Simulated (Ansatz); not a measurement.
# BaTiO3 (P4mm) in Ansatz: relaxation of cell and atoms with BLYP

Aim: the relaxation of cell and atoms of BaTiO3 with BLYP.

Everything below comes from runs of Ansatz 0.2.0. Logs are shortened: lines on timing, memory, paths and dates and some standing lists are left out, and cuts for length are marked.

## Step 1: The structure

Symmetry: P4mm, No. 99, tetragonal system. The conventional cell has a = 4.000 Å, b = 4.000 Å, c = 4.018 Å, α = 90.00°, β = 90.00°, γ = 90.00°. Ba (site symmetry 4mm) is surrounded by 12 O at 2.79 to 2.88 Å. Around Ti (site symmetry 4mm) lie 6 O at 1.89 to 2.13 Å. Around O (site symmetry 2mm) lie 2 Ti at 2.00 Å. O (site symmetry 4mm) is surrounded by 2 Ti at 1.89 to 2.13 Å.

## Step 2: Relaxation of cell and atoms, BLYP

Input file input.yaml:

```yaml
crystal:
  lattice:
    - [3.9998, 0.0, 0.0]
    - [0.0, 3.9998, 0.0]
    - [0.0, 0.0, 4.018]
  atoms:
    - { symbol: Ba, position: [0.0, 0.0, 0.0] }
    - { symbol: Ti, position: [0.5, 0.5, 0.49] }
    - { symbol: O, position: [0.0, 0.5, 0.517] }
    - { symbol: O, position: [0.5, 0.0, 0.517] }
    - { symbol: O, position: [0.5, 0.5, 0.019] }
hamiltonian:
  xc: blyp
  pseudopotentials: { kind: paw }
kpoints:
  mp_grid: { grid: [7, 7, 7] }
scf:
  occupations: { method: fermi_dirac, width: 0.05 }
output:
  forces: true
  stress: true
  write_density: true
  write_potential: true
  elf: true
  volumetric_format: npy
relax:
  f_tol: 0.01
  max_steps: 40
  cell: { stress_tol: 0.05 }
```

Potentials or basis: Ansatz PAW.

Command:

```sh
$ ansatz run input.yaml --threads 2 --pin off --max-ram 5120MiB --backend cpu --events-out ev --progress --plain --runs-dir out
```

Standard output:

```text
Warning: RAYON_NUM_THREADS=2 ignored (pool sized by the plan → 2); use --threads N
Engine: ansatz 0.2.0, x86_64-unknown-linux-gnu
Pseudopotentials: kind: paw
Pseudopotential: Ba, paw, valence charge 10, recommended cutoff 420 eV (normal), Ba.paw.azcp
Pseudopotential: Ti, paw, valence charge 12, recommended cutoff 420 eV (normal), Ti.paw.azcp
Pseudopotential: O, paw, valence charge 6, recommended cutoff 420 eV (normal), O.paw.azcp
Functional definition: BLYP
  parameter beta = 0.0042
  parameter a = 0.04918
  parameter b = 0.132
  parameter c = 0.2533
  parameter d = 0.349
  exchange = b88_x(beta = beta)
  correlation = lyp_c(a = a, b = b, c = c, d = d)
Crystal: 5 atoms, lattice volume = 64.282 Å³
Basis set: ecut = 420 eV, 1237 PW (Γ), exchange–correlation on 54×54×54 points (8 copies of the dense FFT grid, shifted against one another)
Bands: 25, of which v1, the nominal top of the filled ones, is band 20 counted from 1 (19 counted from 0)
Symmetry: 8 space group operations
Space group: P4mm (ITA 99), of the structure as read, at distance tolerance 4.0e-5 Å
k-points: 40 of 343 (time reversal used)
Non-local potential: Ba, projectors of the file, l = 0: 3, l = 1: 2, l = 2: 2, l = 3: 2
Non-local potential: Ti, projectors of the file, l = 0: 3, l = 1: 2, l = 2: 3, l = 3: 1
Non-local potential: O, projectors of the file, l = 0: 2, l = 1: 2, l = 2: 1
PAW form: soft (Blöchl's): semilocal exchange-correlation on the pseudo side does not see the compensation charge
PAW frozen core: Ba, regenerated for the run's functional, and the local potential with it (the file was generated under x = pbe(κ = 0.804, μ = 0.2195149727645171), c = pbe(β = 0.06672455060314922))
PAW frozen core: Ti, regenerated for the run's functional, and the local potential with it (the file was generated under x = pbe(κ = 0.804, μ = 0.2195149727645171), c = pbe(β = 0.06672455060314922))
PAW frozen core: O, regenerated for the run's functional, and the local potential with it (the file was generated under x = pbe(κ = 0.804, μ = 0.2195149727645171), c = pbe(β = 0.06672455060314922))
PAW one-centre angular grid: Ba, 194 points (default); XC on 64 Gauss nodes
PAW one-centre angular grid: Ti, 590 points (default); XC on 64 Gauss nodes
PAW one-centre angular grid: O, 110 points (default); XC on 64 Gauss nodes
Initial density: superposition of atomic densities (neutral atoms: chi_scale 0, normalization atom), corrected by the library's trained network
Initial wavefunctions: pseudopotential atomic-orbital guess
Functional: x = b88, c = lyp
SCF iter   1: F=—  HF=-10190.781220 eV  |F-HF|=—  |Δ(HF+E_count)|=         —  Δρ=2.00e-2  dr2=1.90e-1  ethr=1.77e-3  ⟨swp⟩=6.1  Hψ=4982  notcnv=0
preconditioner: auto → Resta (q_TF=auto, 2.521 Å⁻¹)  ε∞=5.9  [insulator: Δε(μ)=2.127 eV  Ē_g=11.866 eV  σ=0.050 eV  W_gap=1.00  n_scr=18 (ndim 8)  ℏωp=26.2 eV  f_vac=0.000  D(μ)=0.00/eV (n_scr^D=0)  ε∞_Penn≈5.9]
SCF iter   2: F=—  HF=-10190.734505 eV  |F-HF|=—  |Δ(HF+E_count)|=   4.67e-2  Δρ=3.88e-3  dr2=9.73e-3  ethr=4.76e-4  ⟨swp⟩=2.1  Hψ=1857  notcnv=0  defer=30
SCF iter   3: F=—  HF=-10190.733327 eV  |F-HF|=—  |Δ(HF+E_count)|=   1.18e-3  Δρ=1.16e-3  dr2=7.88e-4  ethr=2.43e-5  ⟨swp⟩=2.1  Hψ=1384  notcnv=0  defer=30
SCF iter   4: F=—  HF=-10190.733377 eV  |F-HF|=—  |Δ(HF+E_count)|=   5.06e-5  Δρ=1.31e-4  dr2=8.48e-6  ethr=1.97e-6  ⟨swp⟩=2.1  Hψ=1561  notcnv=0  defer=30
SCF iter   5: F=—  HF=-10190.733813 eV  |F-HF|=—  |Δ(HF+E_count)|=   4.36e-4  Δρ=3.02e-5  dr2=3.15e-7  ethr=2.12e-8  ⟨swp⟩=2.0  Hψ=1770  notcnv=0  defer=30
SCF iter   6: F=-10190.733813 eV  HF=-10190.733813 eV  |F-HF|=7.67e-9  |Δ(HF+E_count)|=   2.28e-7  Δρ=5.08e-6  dr2=1.05e-8  ethr=2.50e-10  ⟨swp⟩=9.4  Hψ=6614  notcnv=0
SCF 1 converged in 6 iterations: F = -10190.733813 eV  dr2 = 1.05e-8
relax step   1: F+E_penalty+E_count = -10190.73381316 eV  Δ(F+E_penalty+E_count) = +0.000e0 eV  max|allowed force component| = 2.694e-1 eV/Å  Δτ_max = 0.0000 Å  P = +7.975 GPa  Ω = 64.282 Å³  (6 SCF iters, dr2 threshold 1.00e-7 eV, accepted)
Crystal: 5 atoms, lattice volume = 67.802 Å³
Basis set: ecut = 420 eV, 1357 PW (Γ), exchange–correlation on 54×54×54 points (8 copies of the dense FFT grid, shifted against one another)
Initial density: handed on by an earlier stage of this run
Initial wavefunctions: those handed on with the density
iter 1 solved again at ethr=1.10e-4 eV; its pass at ethr=3.10e-3 eV (dr2=4.39e-2 eV) is discarded
SCF iter   1: F=—  HF=-10190.805531 eV  |F-HF|=—  |Δ(HF+E_count)|=         —  Δρ=8.60e-3  dr2=4.49e-2  ethr=1.10e-4  ⟨swp⟩=1.0  Hψ=5421  notcnv=0
preconditioner: auto → Resta (q_TF=auto, 2.499 Å⁻¹)  ε∞=5.9  [insulator: Δε(μ)=1.729 eV  Ē_g=11.470 eV  σ=0.050 eV  W_gap=1.00  n_scr=18 (ndim 8)  ℏωp=25.5 eV  f_vac=0.001  D(μ)=0.00/eV (n_scr^D=0)  ε∞_Penn≈5.9]
SCF iter   2: F=—  HF=-10190.798971 eV  |F-HF|=—  |Δ(HF+E_count)|=   6.56e-3  Δρ=3.15e-3  dr2=7.69e-3  ethr=1.10e-4  ⟨swp⟩=2.6  Hψ=1667  notcnv=0
SCF iter   3: F=—  HF=-10190.798128 eV  |F-HF|=—  |Δ(HF+E_count)|=   8.43e-4  Δρ=9.89e-4  dr2=9.25e-4  ethr=1.92e-5  ⟨swp⟩=1.7  Hψ=1041  notcnv=0
SCF iter   4: F=—  HF=-10190.798039 eV  |F-HF|=—  |Δ(HF+E_count)|=   8.96e-5  Δρ=1.42e-4  dr2=1.43e-5  ethr=2.31e-6  ⟨swp⟩=2.5  Hψ=1446  notcnv=0
SCF iter   5: F=—  HF=-10190.798411 eV  |F-HF|=—  |Δ(HF+E_count)|=   3.73e-4  Δρ=4.02e-5  dr2=6.44e-7  ethr=3.57e-8  ⟨swp⟩=2.0  Hψ=1800  notcnv=0
SCF iter   6: F=-10190.798411 eV  HF=-10190.798411 eV  |F-HF|=9.33e-9  |Δ(HF+E_count)|=   5.83e-8  Δρ=7.11e-6  dr2=2.91e-8  ethr=1.25e-9  ⟨swp⟩=9.7  Hψ=7346  notcnv=0
[... 272 lines left out ...]
SCF iter   6: F=-10190.897455 eV  HF=-10190.897455 eV  |F-HF|=2.09e-10  |Δ(HF+E_count)|=   1.13e-8  Δρ=2.22e-6  dr2=3.03e-9  ethr=3.97e-11  ⟨swp⟩=7.6  Hψ=6025  notcnv=0
SCF 24 converged in 6 iterations: F = -10190.897455 eV  dr2 = 3.03e-9
relax step  24: F+E_penalty+E_count = -10190.89745486 eV  Δ(F+E_penalty+E_count) = +3.434e-4 eV  max|allowed force component| = 1.758e-2 eV/Å  Δτ_max = 0.0070 Å  P = +0.066 GPa  Ω = 71.584 Å³  energy of the carried Pulay correction = -4.028e-4 eV  (6 SCF iters, dr2 threshold 1.59e-8 eV, accepted)
Crystal: 5 atoms, lattice volume = 71.649 Å³
iter 1 solved again at ethr=9.40e-8 eV; its pass at ethr=3.10e-3 eV (dr2=3.76e-5 eV) is discarded
SCF iter   1: F=—  HF=-10190.897315 eV  |F-HF|=—  |Δ(HF+E_count)|=         —  Δρ=1.97e-4  dr2=3.91e-5  ethr=9.40e-8  ⟨swp⟩=2.2  Hψ=5013  notcnv=0
preconditioner: auto → Resta (q_TF=auto, 2.476 Å⁻¹)  ε∞=6.0  [insulator: Δε(μ)=1.926 eV  Ē_g=10.741 eV  σ=0.050 eV  W_gap=1.00  n_scr=18 (ndim 8)  ℏωp=24.0 eV  f_vac=0.002  D(μ)=0.00/eV (n_scr^D=0)  ε∞_Penn≈6.0]
SCF iter   2: F=—  HF=-10190.897238 eV  |F-HF|=—  |Δ(HF+E_count)|=   7.67e-5  Δρ=9.92e-5  dr2=1.22e-5  ethr=9.40e-8  ⟨swp⟩=1.9  Hψ=1290  notcnv=0
SCF iter   3: F=—  HF=-10190.897232 eV  |F-HF|=—  |Δ(HF+E_count)|=   6.12e-6  Δρ=2.15e-5  dr2=3.46e-7  ethr=3.04e-8  ⟨swp⟩=2.5  Hψ=1579  notcnv=0
SCF iter   4: F=—  HF=-10190.897232 eV  |F-HF|=—  |Δ(HF+E_count)|=   6.69e-8  Δρ=5.86e-6  dr2=2.92e-8  ethr=8.64e-10  ⟨swp⟩=2.0  Hψ=1612  notcnv=0
iter 5 did not close the SCF: its close was put off for the readings that it lacked (scf_convergence_deferred on its scf_iter line)
SCF iter   5: F=-10190.897232 eV  HF=-10190.897232 eV  |F-HF|=7.73e-10  |Δ(HF+E_count)|=  4.91e-10  Δρ=1.65e-6  dr2=2.29e-9  ethr=7.31e-11  ⟨swp⟩=2.0  Hψ=1492  notcnv=0
SCF iter   6: F=-10190.897232 eV  HF=-10190.897232 eV  |F-HF|=1.15e-10  |Δ(HF+E_count)|=  6.91e-11  Δρ=6.31e-7  dr2=2.63e-10  ethr=5.72e-12  ⟨swp⟩=5.9  Hψ=5950  notcnv=0
SCF 25 converged in 6 iterations: F = -10190.897232 eV  dr2 = 2.63e-10
relax step  25: F+E_penalty+E_count = -10190.89723197 eV  Δ(F+E_penalty+E_count) = +2.229e-4 eV  max|allowed force component| = 6.846e-3 eV/Å  Δτ_max = 0.0012 Å  P = +0.006 GPa  Ω = 71.649 Å³  energy of the carried Pulay correction = -6.432e-4 eV  (6 SCF iters, dr2 threshold 2.75e-8 eV, accepted)
iter 1 solved again at ethr=6.58e-8 eV; its pass at ethr=3.10e-3 eV (dr2=2.63e-5 eV) is discarded
SCF iter   1: F=—  HF=-10190.897951 eV  |F-HF|=—  |Δ(HF+E_count)|=         —  Δρ=8.22e-5  dr2=2.27e-7  ethr=6.58e-8  ⟨swp⟩=3.0  Hψ=7994  notcnv=0
preconditioner: auto → Resta (q_TF=auto, 2.476 Å⁻¹)  ε∞=6.0  [insulator: Δε(μ)=1.930 eV  Ē_g=10.745 eV  σ=0.050 eV  W_gap=1.00  n_scr=18 (ndim 8)  ℏωp=24.0 eV  f_vac=0.002  D(μ)=0.00/eV (n_scr^D=0)  ε∞_Penn≈6.0]
SCF iter   2: F=—  HF=-10190.897924 eV  |F-HF|=—  |Δ(HF+E_count)|=   2.68e-5  Δρ=4.22e-5  dr2=6.82e-8  ethr=5.69e-10  ⟨swp⟩=3.0  Hψ=1865  notcnv=0
SCF iter   3: F=—  HF=-10190.897940 eV  |F-HF|=—  |Δ(HF+E_count)|=   1.64e-5  Δρ=1.04e-5  dr2=5.42e-9  ethr=1.70e-10  ⟨swp⟩=2.0  Hψ=1577  notcnv=0
SCF iter   4: F=—  HF=-10190.897941 eV  |F-HF|=—  |Δ(HF+E_count)|=   9.92e-7  Δρ=9.30e-7  dr2=2.35e-10  ethr=1.35e-11  ⟨swp⟩=2.0  Hψ=1781  notcnv=0
SCF iter   5: F=—  HF=-10190.897941 eV  |F-HF|=—  |Δ(HF+E_count)|=   1.34e-9  Δρ=3.89e-7  dr2=5.90e-11  ethr=1.00e-12  ⟨swp⟩=2.0  Hψ=1508  notcnv=0
SCF iter   6: F=-10190.897941 eV  HF=-10190.897941 eV  |F-HF|=3.64e-12  |Δ(HF+E_count)|=  1.27e-10  Δρ=8.28e-8  dr2=4.96e-12  ethr=1.00e-12  ⟨swp⟩=6.2  Hψ=4601  notcnv=0
SCF 26 converged in 6 iterations: F = -10190.897941 eV  dr2 = 4.96e-12
relax step  26: F+E_penalty+E_count = -10190.89794123 eV  Δ(F+E_penalty+E_count) = -7.093e-4 eV  max|allowed force component| = 6.988e-3 eV/Å  Δτ_max = 0.0000 Å  P = +0.012 GPa  Ω = 71.649 Å³  stress off target by 2.92e-2 GPa  SCF on the basis re-selected at this cell (its energy is not comparable with the rows above)  (6 SCF iters)
basis re-selected at this cell: Δ(F+E_penalty+E_count) = -7.093e-4 eV, ΔP = +0.006 GPa vs the last step (what re-selecting the basis moved, of the pressure what is left beyond the Pulay correction that the steps carried, after the strain that the cell walked since its last selection, with what the two solves' SCF thresholds leave and, on support functions, any second-order correction that the steps lacked; it is no measure of the basis error at this ecutwfc). This SCF's stress stands 2.92e-2 GPa from its target on what of the cell is left free (relax.cell.stress_tol is 5.00e-2 GPa) and its largest allowed force component is 6.99e-3 eV/Å (relax.f_tol is 1.00e-2 eV/Å): within both
SCF converged after 6 iterations
Free energy (F): -10190.897941 eV
Harris-Foulkes:  -10190.897941 eV  (|F-HF|=3.64e-12)
Internal energy: -10190.897941 eV  (E = F + TS)
E sigma→0 (E₀):  -10190.897941 eV
Fermi energy:    10.479275 eV
--- Per-component energies (eV) ---
  E_band       = -185.466963
  E_kinetic    = 967.112833
  E_local      = -2329.038447  (includes V_loc(G=0)·N_el)
  E_nonlocal   = 206.734825
  E_hartree    = 907.984635
  E_xc         = -483.825924
  E_vxc        = -535.144098  (∫ρ·V_xc dr)
  E_paw        = -6783.232271  (= ΣΔE_a)
  E_vpaw       = -311.108878  (= ΣTr[D̂ρ^β])
  E_aug_tail   = 0.007595  (compensation charges beyond the density's cutoff)
  E_ewald      = -2676.746799
  E_core_change = 0.105611  (= ΣΔE_core)
  E_smearing   = -0.000000  (= −TS)
  E_closure    = -0.000000  (closes the sum)
  Σ components = -10190.897941   (vs F -10190.897941, Δ=0.00e0)
--- Forces (eV/Å), atoms counted from 1 ---
  atom   1  Ba     0.00000000     0.00000000    -0.00699634
  atom   2  Ti    -0.00000000     0.00000000     0.00600369
  atom   3  O      0.00000000     0.00000000     0.00345921
  atom   4  O     -0.00000000    -0.00000000     0.00345921
  atom   5  O     -0.00000000     0.00000000    -0.00596932
  max |Σ_I F_I| component: 4.35e-5 eV/Å
--- Stress (GPa, compression-positive) ---
        0.003171      -0.000000       0.000000
       -0.000000       0.003171       0.000000
        0.000000       0.000000       0.029170
  P = ⅓ Tr σ = 0.0118 GPa (0.118 kbar)
--- Band table (eV; the first three rows and the last of 40) ---
  k-point 0: bands = ["-47.1002", "-23.5651", "-23.3473", "-23.3473", "-16.0062", "-7.3907", "-6.9371", "-6.6096", "-1.1084", "-1.0163", "-1.0163", "6.7418", "6.9166", "6.9166", "7.3730", "7.3730", "7.8983", "7.9747", "8.8648", "8.8648", "11.3996", "12.4454", "12.4454", "13.4386", "13.7589"]
  k-point 1: bands = ["-47.1002", "-23.5671", "-23.3473", "-23.3473", "-16.0003", "-7.3981", "-6.9443", "-6.6078", "-1.0404", "-1.0091", "-1.0091", "6.5095", "6.8786", "6.8786", "7.3349", "7.3349", "7.8079", "7.8968", "8.8612", "8.8612", "11.4091", "12.5268", "12.5268", "13.4832", "14.0080"]
  k-point 2: bands = ["-47.1001", "-23.5714", "-23.3471", "-23.3471", "-15.9869", "-7.4296", "-6.9427", "-6.6038", "-0.9926", "-0.9926", "-0.8874", "6.0506", "6.7954", "6.7954", "7.2509", "7.2509", "7.5900", "7.7336", "8.8535", "8.8535", "11.4307", "12.7113", "12.7113", "13.5264", "14.5396"]
  k-point 39: bands = ["-47.0983", "-23.5695", "-23.3915", "-23.3914", "-15.8396", "-7.0234", "-6.5466", "-6.5017", "-1.6094", "-1.5660", "-1.2585", "5.2750", "5.8959", "6.0557", "6.4908", "6.7329", "6.8017", "8.5542", "8.5924", "9.4652", "13.0689", "13.0800", "13.3029", "14.7040", "15.8294"]
--- Relaxed structure (21 steps of the walk, 20 accepted, 5 SCFs on fresh bases) ---
  F+E_penalty+E_count = -10190.89794123 eV   max|allowed force component| = 6.988e-3 eV/Å   (the final SCF, on the basis selected at the relaxed cell)
  cell:  # Å, volume = 71.6494 Å³
    - [3.9750609135168715, -7.692070538292089e-34, 9.782677328859218e-17]
    - [5.769052903719067e-34, 3.9750609135168715, -5.384449376804462e-33]
    - [9.827190736375906e-17, -5.4089498464924064e-33, 4.534453366848637]
  atoms:
    - { symbol: Ba, position: [-7.127791855552565e-18, -2.3353068229106685e-33, -0.036520362037805586] }
    - { symbol: Ti, position: [0.49999999999999994, 0.49999999999999994, 0.4584543746649873] }
    - { symbol: O, position: [2.2307232809776585e-18, 0.49999999999999994, 0.5284294613925913] }
    - { symbol: O, position: [0.49999999999999994, -1.4204443562033965e-33, 0.5284294613925913] }
    - { symbol: O, position: [0.49999999999999994, 0.49999999999999994, 0.06420706458763559] }
```

Run time: 59 s. Hardware: 2 threads of INTEL XEON PLATINUM 8581C at 2.10GHz (Emerald Rapids), shared host; peak memory 0.49 GiB.

What came out:

```yaml
Free_energy: -10190.8979 eV
Relaxed_volume: 14.33 Å³/atom
Relaxed_cell: a = 3.975 Å, b = 3.975 Å, c = 4.534 Å, α = 90.00°, β = 90.00°, γ = 90.00°
Space_group_after_relaxing_to_0.05_Å: P4mm (No. 99)
Energy_gained_by_relaxing: 32.8 meV/atom
Ionic_steps: 25
Pressure_after_relaxing: 0.0 GPa
Largest_force_after_relaxing: 0.007 eV/Å
Band_gap_on_the_k_mesh: 1.93 eV, indirect (least direct gap 2.53 eV)
```

Forces on the atoms (eV/Å):
```
Ba   0.000  0.000 -0.007
Ti   0.000  0.000  0.006
O    0.000  0.000  0.003
O    0.000  0.000  0.003
O    0.000  0.000 -0.006
```

Step by step:
| step | energy change (eV) | largest force (eV/Å) | volume (Å³) |
| --- | --- | --- | --- |
| 1 | 0.0000 | 0.2694 | 64.28 |
| 2 | -0.0646 | 0.5414 | 67.80 |
| 3 | -0.0684 | 0.4304 | 67.56 |
| 4 | -0.0751 | 0.3826 | 67.46 |
| 5 | -0.0923 | 0.4570 | 67.41 |
| 6 | -0.1145 | 0.1102 | 68.77 |
| 7 | -0.1154 | 0.0734 | 69.05 |
| 8 | -0.1155 | 0.0405 | 69.15 |
| 9 | -0.1158 | 0.0181 | 69.08 |
| 10 | -0.1157 | 0.0008 | 69.12 |
| 11 | -0.1511 | 0.0076 | 69.12 |
| 12 | -0.1547 | 0.0042 | 69.93 |
| 13 | -0.1543 | 0.0357 | 70.48 |
| 14 | -0.1539 | 0.0158 | 70.59 |
| 15 | -0.1538 | 0.0009 | 70.62 |
| 16 | -0.1621 | 0.0021 | 70.62 |
| 17 | -0.1617 | 0.0029 | 70.99 |
| 18 | -0.1614 | 0.0204 | 71.10 |
| 19 | -0.1611 | 0.0017 | 71.18 |
| 20 | -0.1637 | 0.0015 | 71.18 |
| 21 | -0.1629 | 0.0060 | 71.47 |
| 22 | -0.1640 | 0.0061 | 71.47 |
| 23 | -0.1636 | 0.0176 | 71.58 |
| 24 | -0.1634 | 0.0069 | 71.65 |
| 25 | -0.1641 | 0.0070 | 71.65 |

Final structure:
```xyz
5
Lattice="3.9751 0.0000 0.0000 0.0000 3.9751 0.0000 0.0000 0.0000 4.5345" Properties=species:S:1:pos:R:3 pbc="T T T"
Ba    0.0000    0.0000   -0.1656
Ti    1.9875    1.9875    2.0788
O     0.0000    1.9875    2.3961
O     1.9875    0.0000    2.3961
O     1.9875    1.9875    0.2911
```

Levels at points of the mesh, in eV from the valence-band top:
| k point | band 16 | band 17 | band 18 | band 19 | band 20 | band 21 | band 22 | band 23 | band 24 | band 25 |
| --- | --- | --- | --- | --- | --- | --- | --- | --- | --- | --- |
| (0.00, 0.00, 0.00) | -2.10 | -1.57 | -1.50 | -0.61 | -0.61 | 1.93 | 2.98 | 2.98 | 3.97 | 4.29 |

Caveat: odd divisions of the mesh miss points on the zone boundary, where band edges often lie, so the gap on the mesh can be too wide; the plane-wave basis is chosen anew once the cell has moved, so the energies of steps on either side of that aren't comparable; the pressure holds a Pulay correction of +0.6 GPa for the finite cutoff; spin-orbit coupling is left out, which moves the levels of the heavy elements; the volume moved by +11 % from the deposited cell, more than functionals usually miss; the PAW data sets come from PBE, with cores solved anew for the run's functional, which leaves a small shift of forces and pressure.
